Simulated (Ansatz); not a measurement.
# GeSi: short molecular dynamics of a 16-atom cell, part 1 of 2

How do the atoms of GeSi (CsCl type) move when started on their sites? Runs: PBEsol, 40 steps of 1 fs under a Langevin thermostat and barostat at 450 K; r2SCAN, 20 steps of 1.5 fs under a Langevin thermostat and barostat at 450 K. The cell is a 2×2×2 supercell of the structure relaxed with r2SCAN.

Method: DFT, plane waves, PAW, no spin polarisation, in Ansatz 0.2.0.

## (1) The system as given

The cell holds 16 atoms (Ge8Si8): a = 6.420 Å, b = 6.420 Å, c = 6.420 Å, α = 90.00°, β = 90.00°, γ = 90.00°.

As a file:

```xyz
16
Lattice="6.4203 0.0000 0.0000 0.0000 6.4203 0.0000 0.0000 0.0000 6.4203" Properties=species:S:1:pos:R:3 pbc="T T T"
Ge    0.0000    0.0000    0.0000
Si    1.6051    1.6051    1.6051
Ge    0.0000    0.0000    3.2102
Si    1.6051    1.6051    4.8152
Ge    0.0000    3.2102    0.0000
Si    1.6051    4.8152    1.6051
Ge    0.0000    3.2102    3.2102
Si    1.6051    4.8152    4.8152
Ge    3.2102    0.0000    0.0000
Si    4.8152    1.6051    1.6051
Ge    3.2102    0.0000    3.2102
Si    4.8152    1.6051    4.8152
Ge    3.2102    3.2102    0.0000
Si    4.8152    4.8152    1.6051
Ge    3.2102    3.2102    3.2102
Si    4.8152    4.8152    4.8152
```

## (2) Run 1: PBEsol

input.yaml reads:

```yaml
crystal:
  lattice:
    - [6.4203012641, 0.0, 0.0]
    - [0.0, 6.4203012641, 0.0]
    - [0.0, 0.0, 6.4203012641]
  atoms:
    - { symbol: Ge, position: [0.0, 0.0, 0.0] }
    - { symbol: Si, position: [0.25, 0.25, 0.25] }
    - { symbol: Ge, position: [0.0, 0.0, 0.5] }
    - { symbol: Si, position: [0.25, 0.25, 0.75] }
    - { symbol: Ge, position: [0.0, 0.5, 0.0] }
    - { symbol: Si, position: [0.25, 0.75, 0.25] }
    - { symbol: Ge, position: [0.0, 0.5, 0.5] }
    - { symbol: Si, position: [0.25, 0.75, 0.75] }
    - { symbol: Ge, position: [0.5, 0.0, 0.0] }
    - { symbol: Si, position: [0.75, 0.25, 0.25] }
    - { symbol: Ge, position: [0.5, 0.0, 0.5] }
    - { symbol: Si, position: [0.75, 0.25, 0.75] }
    - { symbol: Ge, position: [0.5, 0.5, 0.0] }
    - { symbol: Si, position: [0.75, 0.75, 0.25] }
    - { symbol: Ge, position: [0.5, 0.5, 0.5] }
    - { symbol: Si, position: [0.75, 0.75, 0.75] }
kpoints:
  mp_grid: { grid: [2, 2, 2] }
hamiltonian:
  xc: pbesol
scf:
  occupations: { method: fermi_dirac, width: 0.039 }
md:
  ensemble: npt_langevin
  temperature: 450
  timestep: 1.0
  n_steps: 40
  initial_velocities: maxwell_boltzmann
  seed: 8665
```

Run with:

```console
ansatz run input.yaml --threads 4 --pin off --max-ram 3686MiB --backend cpu --events-out ev --progress --plain --runs-dir out
```

The program printed, shortened:

```text
Warning: md: disabling space-group detection — thermal motion breaks the input geometry's symmetry, so no spatial operation reduces the k-mesh or symmetrises the density; time reversal is kept, so that k and −k are solved as one point where they differ and the mesh holds both, and exact [...]
Warning: RAYON_NUM_THREADS=4 ignored (pool sized by the plan → 4); use --threads N
[...]
Pseudopotentials: kind: paw
Pseudopotential: Ge, paw, valence charge 14, recommended cutoff 420 eV (normal), Ge.paw.azcp
Pseudopotential: Si, paw, valence charge 4, recommended cutoff 420 eV (normal), Si.paw.azcp
Functional definition: PBEsol
[...]
Crystal: 16 atoms, lattice volume = 264.647 Å³
Basis set: ecut = 420 eV (smoothed over ±3.0 %; plane waves to 437.0 eV, density to 1747.9 eV), 5449 PW (Γ), exchange–correlation on 90×90×90 points (8 copies of the dense FFT grid, shifted against one another)
Bands: 88, of which v1, the nominal top of the filled ones, is band 72 counted from 1 (71 counted from 0)
Symmetry: 1 space group operations
k-points: 8
[...]
SCF iter   1: F=—  HF=-38995.187152 eV  |F-HF|=—  |Δ(HF+E_count)|=         —  Δρ=2.77e-3  dr2=1.76e-2  ethr=1.77e-3  ⟨swp⟩=5.2  Hψ=2445  notcnv=0  defer=12
[...]
md step     0: t =     0.00 fs  T =   421.9 K  F+E_penalty+E_count = -38995.17519801 eV  E_kin = 0.872505 eV  conserved = -38994.51901202 eV  P_inst = -2.9837 GPa  V = 264.6465 Å³  selection 1  (8 SCF iters)
[...]
md step     5: t =     5.00 fs  T =   411.2 K  F+E_penalty+E_count = -38995.16985286 eV  E_kin = 0.850427 eV  conserved = -38994.51907112 eV  P_inst = -2.7402 GPa  V = 264.0190 Å³  selection 1  (4 SCF iters)
md step     6: t =     6.00 fs  T =   419.7 K  F+E_penalty+E_count = -38995.17030148 eV  E_kin = 0.867941 eV  conserved = -38994.51911002 eV  P_inst = -2.5625 GPa  V = 263.5707 Å³  selection 1  (4 SCF iters)
```

## (3) The output, continued: npt_langevin at 450 K

Output, continued, shortened:

```text
md step     7: t =     7.00 fs  T =   396.1 K  F+E_penalty+E_count = -38995.17085839 eV  E_kin = 0.819147 eV  conserved = -38994.51914837 eV  P_inst = -2.3655 GPa  V = 263.0018 Å³  selection 1  (4 SCF iters)
[...]
md step    15: t =    15.00 fs  T =   382.5 K  F+E_penalty+E_count = -38995.09894139 eV  E_kin = 0.791063 eV  conserved = -38994.51914357 eV  P_inst = 0.0097 GPa  V = 257.2805 Å³  selection 1  (4 SCF iters)
[...]
md step    23: t =    23.00 fs  T =   367.7 K  F+E_penalty+E_count = -38994.88334060 eV  E_kin = 0.760553 eV  conserved = -38994.51896697 eV  P_inst = 2.1187 GPa  V = 253.2398 Å³  selection 1  (4 SCF iters)
[...]
md step    31: t =    31.00 fs  T =   296.8 K  F+E_penalty+E_count = -38994.69634255 eV  E_kin = 0.613883 eV  conserved = -38994.51887539 eV  P_inst = 3.6403 GPa  V = 250.6698 Å³  selection 1  (4 SCF iters)
[...]
  atom   4  Si    -0.11912929    -0.71613792    -0.22061848
  atom   5  Ge     0.36263607     0.11235706     0.33812087
  atom   6  Si    -0.07023915    -0.01130048     0.17219338
  atom   7  Ge     0.03991987     0.02116167     0.62117028
  atom   8  Si    -0.12658743     0.46302211    -0.49295403
[...]
--- Stress (GPa, compression-positive) ---
        4.177863      -0.472259      -0.017677
       -0.472259       1.279235      -0.181811
       -0.017677      -0.181811       1.925940
  P = ⅓ Tr σ = 2.4610 GPa (24.610 kbar)
--- MD trajectory: 40 steps, t = 0.0 → 40.0 fs ---
  final state: T = 247.9 K   F+E_penalty+E_count = -38994.64886193 eV   E_kin = 0.512743 eV
  conserved energy: peak-to-peak 3.873e-4 eV (2.421e-5 eV/atom) over 40.0 fs
  cell: V = 253.5352 Å³ at the end; means of 41 rows, the approach among them: V = 256.3665 Å³, P_inst = 0.8015 GPa
  mean static stress (GPa): xx 1.5718  yy -0.3068  zz 0.2145  yz -0.1141  xz 0.0318  xy -0.2277
  the result is of one more SCF, on plane waves selected at the last cell: its energy does not rank with the rows'
```

Run time: 2.7 min. Hardware: 4 threads of Arm Neoverse N1, shared host; peak memory 1.1 GiB.

## (4) The trajectory

The trajectory, every 3 steps (energies from step 0); msd is the mean square displacement from the start, the centre of mass held:

```csv
time (fs),T (K),potential energy change (meV/atom),conserved energy change (meV/atom),volume (Å³/atom),pressure (GPa),msd Si (Å²),msd Ge (Å²)
0.0,422,0.0,0.00,16.54,-3.0,0.000,0.000
3.0,404,0.2,0.00,16.53,-2.9,0.000,0.000
6.0,420,0.3,-0.01,16.47,-2.6,0.001,0.000
9.0,389,0.4,-0.01,16.36,-1.9,0.003,0.001
12.0,401,1.8,-0.02,16.22,-1.0,0.005,0.002
15.0,382,4.8,-0.01,16.08,0.0,0.008,0.002
18.0,425,9.2,0.00,15.98,0.9,0.011,0.004
21.0,438,14.7,0.00,15.88,1.7,0.015,0.005
24.0,345,19.8,0.00,15.80,2.3,0.019,0.007
27.0,318,24.4,0.00,15.73,3.0,0.022,0.008
30.0,302,28.8,0.01,15.67,3.5,0.025,0.010
33.0,281,31.5,0.01,15.68,3.6,0.028,0.012
36.0,257,32.7,0.01,15.73,3.4,0.030,0.014
39.0,275,33.0,0.01,15.81,2.9,0.032,0.016
40.0,248,32.9,0.01,15.85,2.7,0.032,0.017
```

time (fs), T (K) and a bar:
```
      0.0        422 ###########################
      2.0        396 #######################
      3.0        404 #########################
      5.0        411 ##########################
      7.0        396 #######################
      9.0        389 ######################
     10.0        403 ########################
     12.0        401 ########################
     14.0        397 #######################
     16.0        392 #######################
     17.0        403 ########################
     19.0        439 ##############################
     21.0        438 ##############################
     23.0        368 ###################
     24.0        345 ###############
     26.0        316 ###########
     28.0        287 ######
     30.0        302 ########
     31.0        297 ########
     33.0        281 #####
     35.0        283 ######
     37.0        276 ####
     38.0        271 ####
     40.0        248
```

Pair distribution over the second half of the run:

```csv
r (Å),g Ge–Ge,g Ge–Si,g Si–Si
0.68,0.00,0.00,0.00
0.84,0.00,0.00,0.00
1.00,0.00,0.00,0.00
1.16,0.00,0.00,0.00
1.32,0.00,0.00,0.00
1.48,0.00,0.00,0.00
1.64,0.00,0.00,0.00
1.80,0.00,0.00,0.00
1.96,0.00,0.00,0.00
2.12,0.00,0.00,0.00
2.28,0.00,0.00,0.00
2.44,0.00,0.34,0.00
2.60,0.00,5.23,0.00
2.76,0.00,8.45,0.00
2.92,0.08,2.53,1.84
3.08,7.23,0.26,2.58
```

First peaks of g(r) (not always the tallest), and, where a minimum follows, the mean number of second-named atoms round a first-named one up to the next minimum:

```csv
pair,peak (Å),height,minimum (Å),neighbours
Ge–Si,2.76,8.5,-,-
```

## (5) Frames from the trajectory

Extended XYZ, with forces in eV/Å:

```xyz
16
Lattice="6.407 0.000 0.000 0.000 6.407 0.000 0.000 0.000 6.407" Properties=species:S:1:pos:R:3:forces:R:3 pbc="T T T" time_fs=7.0 T=396 dE=0.0043
Ge    0.009   -0.023    0.006    0.024   -0.006    0.047
Si    1.608    1.624    1.612   -0.037   -0.012   -0.154
Ge   -0.002    0.016    3.186   -0.010   -0.017    0.179
Si    1.611    1.620    4.799   -0.079   -0.081   -0.012
Ge   -0.020    3.196   -0.027    0.161   -0.010    0.170
Si    1.632    4.783    1.631   -0.067    0.063   -0.140
Ge    0.003    3.192    3.196    0.021   -0.038    0.102
Si    1.605    4.784    4.799   -0.064    0.126   -0.067
Ge    3.203    0.001   -0.003    0.010   -0.068    0.101
Si    4.801    1.622    1.583   -0.008   -0.050   -0.045
Ge    3.204    0.024    3.191    0.070   -0.053    0.110
Si    4.780    1.629    4.850    0.072   -0.150   -0.179
Ge    3.208    3.220   -0.006   -0.093    0.007    0.207
Si    4.837    4.769    1.667   -0.067    0.117   -0.180
Ge    3.207    3.208    3.226    0.044   -0.038    0.012
Si    4.800    4.769    4.836    0.022    0.208   -0.149
16
Lattice="6.372 0.000 0.000 0.000 6.372 0.000 0.000 0.000 6.372" Properties=species:S:1:pos:R:3:forces:R:3 pbc="T T T" time_fs=13.0 T=402 dE=0.0421
Ge    0.026   -0.043    0.002   -0.002    0.019    0.102
Si    1.604    1.636    1.615   -0.070   -0.062   -0.292
Ge   -0.007    0.022    3.150    0.037    0.000    0.334
Si    1.620    1.634    4.781   -0.194   -0.226   -0.056
Ge   -0.032    3.174   -0.048    0.273   -0.046    0.338
Si    1.642    4.748    1.635   -0.102    0.155   -0.239
Ge    0.012    3.169    3.167    0.044   -0.119    0.234
Si    1.592    4.739    4.767   -0.091    0.284   -0.132
Ge    3.186    0.008    0.001    0.011   -0.146    0.171
Si    4.774    1.612    1.570    0.028   -0.089   -0.130
Ge    3.197    0.045    3.164    0.053   -0.137    0.210
Si    4.728    1.646    4.854    0.199   -0.320   -0.320
Ge    3.193    3.218   -0.009   -0.174    0.038    0.437
Si    4.835    4.703    1.712   -0.128    0.267   -0.383
Ge    3.194    3.190    3.231    0.065   -0.039   -0.007
Si    4.772    4.724    4.832    0.052    0.422   -0.267
16
Lattice="6.338 0.000 0.000 0.000 6.338 0.000 0.000 0.000 6.338" Properties=species:S:1:pos:R:3:forces:R:3 pbc="T T T" time_fs=20.0 T=444 dE=0.2052
Ge    0.046   -0.070   -0.009   -0.077    0.110    0.159
Si    1.603    1.654    1.604   -0.109   -0.190   -0.369
Ge   -0.015    0.025    3.108    0.127    0.069    0.498
Si    1.621    1.657    4.766   -0.315   -0.460   -0.140
Ge   -0.041    3.156   -0.073    0.396   -0.066    0.507
Si    1.648    4.713    1.624   -0.137    0.256   -0.257
Ge    0.023    3.145    3.133    0.107   -0.212    0.426
Si    1.592    4.709    4.740   -0.143    0.438   -0.266
Ge    3.162    0.016    0.007    0.063   -0.188    0.206
Si    4.756    1.607    1.551    0.049   -0.182   -0.183
Ge    3.195    0.059    3.128    0.021   -0.166    0.334
Si    4.673    1.669    4.873    0.324   -0.596   -0.521
Ge    3.179    3.225   -0.005   -0.232    0.107    0.685
Si    4.831    4.637    1.764   -0.248    0.438   -0.605
Ge    3.174    3.168    3.243    0.114   -0.027   -0.057
Si    4.750    4.684    4.825    0.061    0.670   -0.417
16
Lattice="6.314 0.000 0.000 0.000 6.314 0.000 0.000 0.000 6.314" Properties=species:S:1:pos:R:3:forces:R:3 pbc="T T T" time_fs=27.0 T=318 dE=0.3911
Ge    0.065   -0.097   -0.015   -0.203    0.207    0.130
Si    1.594    1.681    1.587   -0.025   -0.281   -0.321
Ge   -0.020    0.030    3.070    0.180    0.136    0.627
Si    1.602    1.665    4.763   -0.310   -0.599   -0.212
Ge   -0.043    3.144   -0.088    0.443   -0.042    0.509
Si    1.646    4.707    1.600   -0.111    0.217   -0.138
Ge    0.035    3.124    3.106    0.142   -0.239    0.578
Si    1.600    4.695    4.717   -0.161    0.485   -0.376
Ge    3.142    0.027    0.015    0.115   -0.192    0.137
Si    4.754    1.614    1.517   -0.011   -0.236   -0.109
Ge    3.200    0.065    3.090   -0.030   -0.095    0.385
Si    4.622    1.683    4.890    0.421   -0.761   -0.670
Ge    3.165    3.240    0.005   -0.267    0.162    0.833
Si    4.825    4.592    1.807   -0.398    0.482   -0.700
Ge    3.154    3.149    3.259    0.139   -0.040   -0.168
Si    4.733    4.654    4.819    0.073    0.798   -0.503
16
Lattice="6.307 0.000 0.000 0.000 6.307 0.000 0.000 0.000 6.307" Properties=species:S:1:pos:R:3:forces:R:3 pbc="T T T" time_fs=33.0 T=281 dE=0.5036
Ge    0.083   -0.107   -0.024   -0.314    0.258    0.082
Si    1.591    1.708    1.573    0.091   -0.338   -0.239
Ge   -0.023    0.041    3.045    0.199    0.126    0.693
Si    1.583    1.671    4.769   -0.233   -0.681   -0.248
Ge   -0.041    3.141   -0.094    0.406    0.005    0.450
Si    1.641    4.721    1.579   -0.075    0.140    0.011
Ge    0.051    3.111    3.094    0.086   -0.157    0.634
Si    1.609    4.689    4.710   -0.150    0.515   -0.445
Ge    3.135    0.034    0.025    0.165   -0.164    0.032
Si    4.772    1.625    1.495   -0.111   -0.265   -0.030
Ge    3.205    0.067    3.065   -0.075   -0.017    0.407
Si    4.594    1.692    4.903    0.463   -0.820   -0.731
Ge    3.160    3.255    0.019   -0.247    0.180    0.878
Si    4.824    4.574    1.828   -0.455    0.441   -0.666
Ge    3.146    3.143    3.282    0.167   -0.045   -0.296
Si    4.731    4.646    4.823    0.081    0.821   -0.533
16
Lattice="6.329 0.000 0.000 0.000 6.329 0.000 0.000 0.000 6.329" Properties=species:S:1:pos:R:3:forces:R:3 pbc="T T T" time_fs=40.0 T=248 dE=0.5263
Ge    0.102   -0.116   -0.040   -0.409    0.307    0.057
Si    1.609    1.735    1.573    0.157   -0.341   -0.189
Ge   -0.027    0.058    3.039    0.208    0.079    0.685
Si    1.564    1.684    4.788   -0.119   -0.716   -0.221
Ge   -0.041    3.150   -0.099    0.363    0.112    0.338
Si    1.645    4.771    1.563   -0.070   -0.011    0.172
Ge    0.063    3.104    3.093    0.040    0.021    0.621
Si    1.625    4.705    4.729   -0.127    0.463   -0.493
Ge    3.143    0.040    0.029    0.218   -0.070   -0.105
Si    4.812    1.647    1.476   -0.189   -0.328    0.024
Ge    3.224    0.072    3.045   -0.107    0.053    0.441
Si    4.599    1.706    4.933    0.424   -0.814   -0.704
Ge    3.177    3.285    0.045   -0.217    0.188    0.816
Si    4.845    4.586    1.851   -0.444    0.346   -0.567
Ge    3.157    3.148    3.325    0.161   -0.002   -0.404
Si    4.743    4.676    4.838    0.113    0.713   -0.471
```

## (6) Run 2: r2SCAN

input.yaml: that of step 2 with these lines changed.

```diff
@@ -25,3 +25,3 @@
 hamiltonian:
-  xc: pbesol
+  xc: r2scan
 scf:
@@ -31,5 +31,5 @@
   temperature: 450
-  timestep: 1.0
-  n_steps: 40
+  timestep: 1.5
+  n_steps: 20
   initial_velocities: maxwell_boltzmann
-  seed: 8665
+  seed: 5822
```

Run with:

```console
ansatz run input.yaml --threads 4 --pin off --max-ram 3686MiB --backend cpu --events-out ev --progress --plain --runs-dir out
```

The program printed, shortened:

```text
Warning: md: disabling space-group detection — thermal motion breaks the input geometry's symmetry, so no spatial operation reduces the k-mesh or symmetrises the density; time reversal is kept, so that k and −k are solved as one point where they differ and the mesh holds both, and exact [...]
Warning: RAYON_NUM_THREADS=4 ignored (pool sized by the plan → 4); use --threads N
[...]
Pseudopotentials: kind: paw
Pseudopotential: Ge, paw, valence charge 14, recommended cutoff 500 eV (meta_gga), Ge.paw.azcp
Pseudopotential: Si, paw, valence charge 4, recommended cutoff 500 eV (meta_gga), Si.paw.azcp
Functional definition: r2SCAN
[...]
Crystal: 16 atoms, lattice volume = 264.647 Å³
Basis set: ecut = 500 eV (smoothed over ±3.0 %; plane waves to 520.2 eV, density to 2080.8 eV), 7123 PW (Γ), exchange–correlation on 192×192×192 points (64 copies of the dense FFT grid, shifted against one another)
Bands: 88, of which v1, the nominal top of the filled ones, is band 72 counted from 1 (71 counted from 0)
Symmetry: 1 space group operations
k-points: 8
[...]
SCF iter   1: F=—  HF=-39525.740946 eV  |F-HF|=—  |Δ(HF+E_count)|=         —  Δρ=7.98e-3  dr2=9.23e-2  dr2_τ=1.73e-2  ethr=1.77e-3  ⟨swp⟩=5.8  Hψ=2428  notcnv=0  defer=12
[...]
md step     0: t =     0.00 fs  T =   421.9 K  F+E_penalty+E_count = -39525.80947625 eV  E_kin = 0.872505 eV  conserved = -39525.15329026 eV  P_inst = -1.5905 GPa  V = 264.6465 Å³  selection 1  (8 SCF iters)
[...]
md step     1: t =     1.50 fs  T =   411.2 K  F+E_penalty+E_count = -39525.80855391 eV  E_kin = 0.850450 eV  conserved = -39525.15327095 eV  P_inst = -1.5926 GPa  V = 264.6365 Å³  selection 1  (7 SCF iters)
[...]
SCF iter   3: F=—  HF=-39525.805646 eV  |F-HF|=—  |Δ(HF+E_count)|=   1.57e-5  Δρ=1.24e-4  dr2=2.86e-5  dr2_τ=1.43e-7  ethr=9.78e-8  ⟨swp⟩=2.8  Hψ=1096  notcnv=0
```

## (7) The log goes on: npt_langevin at 450 K

The log, continued, shortened:

```text
SCF iter   4: F=—  HF=-39525.805656 eV  |F-HF|=—  |Δ(HF+E_count)|=   1.02e-5  Δρ=2.06e-5  dr2=1.06e-6  dr2_τ=1.74e-8  ethr=1.99e-8  ⟨swp⟩=2.2  Hψ=1213  notcnv=0
[...]
md step     2: t =     3.00 fs  T =   453.7 K  F+E_penalty+E_count = -39525.80574222 eV  E_kin = 0.938270 eV  conserved = -39525.15330956 eV  P_inst = -1.5368 GPa  V = 264.6067 Å³  selection 1  (7 SCF iters)
[...]
md step     6: t =     9.00 fs  T =   473.1 K  F+E_penalty+E_count = -39525.77155403 eV  E_kin = 0.978449 eV  conserved = -39525.15343080 eV  P_inst = -1.1634 GPa  V = 263.9178 Å³  selection 1  (5 SCF iters)
[...]
md step    10: t =    15.00 fs  T =   454.3 K  F+E_penalty+E_count = -39525.69225326 eV  E_kin = 0.939597 eV  conserved = -39525.15340604 eV  P_inst = -0.5987 GPa  V = 262.9549 Å³  selection 1  (7 SCF iters)
[...]
  atom   4  Si     0.60520704     0.01022410     0.01765973
  atom   5  Ge    -0.45538160     0.30876786     0.23155161
  atom   6  Si     0.44780035    -0.04344011    -0.32554413
  atom   7  Ge    -0.63932670     0.25240564    -0.40008789
  atom   8  Si     0.58634046    -0.05180875     0.28326535
[...]
--- Stress (GPa, compression-positive) ---
        0.402257       0.320830       0.186488
        0.320830       0.941432       0.355740
        0.186488       0.355740       1.647421
  P = ⅓ Tr σ = 0.9970 GPa (9.970 kbar)
--- MD trajectory: 20 steps, t = 0.0 → 30.0 fs ---
  final state: T = 281.1 K   F+E_penalty+E_count = -39525.35117404 eV   E_kin = 0.581323 eV
  conserved energy: peak-to-peak 3.030e-4 eV (1.894e-5 eV/atom) over 30.0 fs
  cell: V = 260.2024 Å³ at the end; means of 21 rows, the approach among them: V = 262.7089 Å³, P_inst = -0.4137 GPa
  mean static stress (GPa): xx -1.0599  yy -0.8375  zz -0.4174  yz 0.1158  xz 0.0711  xy 0.1155
  the result is of one more SCF, on plane waves selected at the last cell: its energy does not rank with the rows'
```

It took 4.1 min on 4 threads of Arm Neoverse N1, shared host; peak memory 1.5 GiB.

## (8) Frames and traces

One step in 2; energies are changes from step 0; msd is the mean square displacement from the start, the centre of mass held:

```csv
time (fs),T (K),potential energy change (meV/atom),conserved energy change (meV/atom),volume (Å³/atom),pressure (GPa),msd Si (Å²),msd Ge (Å²)
0.0,422,0.0,0.00,16.54,-1.6,0.000,0.000
3.0,454,0.2,0.00,16.54,-1.5,0.000,0.000
6.0,489,0.9,-0.01,16.52,-1.4,0.001,0.001
9.0,473,2.4,-0.01,16.49,-1.2,0.003,0.001
12.0,458,4.6,-0.01,16.47,-0.9,0.006,0.002
15.0,454,7.3,-0.01,16.43,-0.6,0.009,0.003
18.0,461,10.7,-0.01,16.39,-0.2,0.013,0.005
21.0,435,14.8,0.00,16.35,0.2,0.017,0.007
24.0,348,19.2,0.00,16.31,0.5,0.021,0.009
27.0,366,24.0,0.00,16.29,0.9,0.025,0.011
30.0,281,28.6,0.01,16.26,1.2,0.030,0.013
```

time (fs), T (K) and a bar:
```
      0.0        422 ###################
      1.5        411 ##################
      3.0        454 #######################
      4.5        468 #########################
      6.0        489 ############################
      7.5        502 ##############################
      9.0        473 ##########################
     10.5        445 ######################
     12.0        458 ########################
     13.5        435 #####################
     15.0        454 #######################
     16.5        459 ########################
     18.0        461 ########################
     19.5        477 ###########################
     21.0        435 #####################
     22.5        417 ##################
     24.0        348 #########
     25.5        368 ############
     27.0        366 ###########
     28.5        319 #####
     30.0        281
```

Pair distribution over the second half of the run:

```csv
r (Å),g Ge–Ge,g Ge–Si,g Si–Si
0.68,0.00,0.00,0.00
0.84,0.00,0.00,0.00
1.00,0.00,0.00,0.00
1.16,0.00,0.00,0.00
1.32,0.00,0.00,0.00
1.48,0.00,0.00,0.00
1.64,0.00,0.00,0.00
1.80,0.00,0.00,0.00
1.96,0.00,0.00,0.00
2.12,0.00,0.00,0.00
2.28,0.00,0.00,0.00
2.44,0.00,0.20,0.00
2.60,0.00,2.95,0.00
2.76,0.00,9.73,0.00
2.92,0.16,3.98,0.50
3.08,3.61,0.09,3.91
```

First peaks of g(r) (not always the tallest), and, where a minimum follows, the mean number of second-named atoms round a first-named one up to the next minimum:

```csv
pair,peak (Å),height,minimum (Å),neighbours
Ge–Si,2.76,9.7,-,-
```

(Continued in part 2 of 2.)
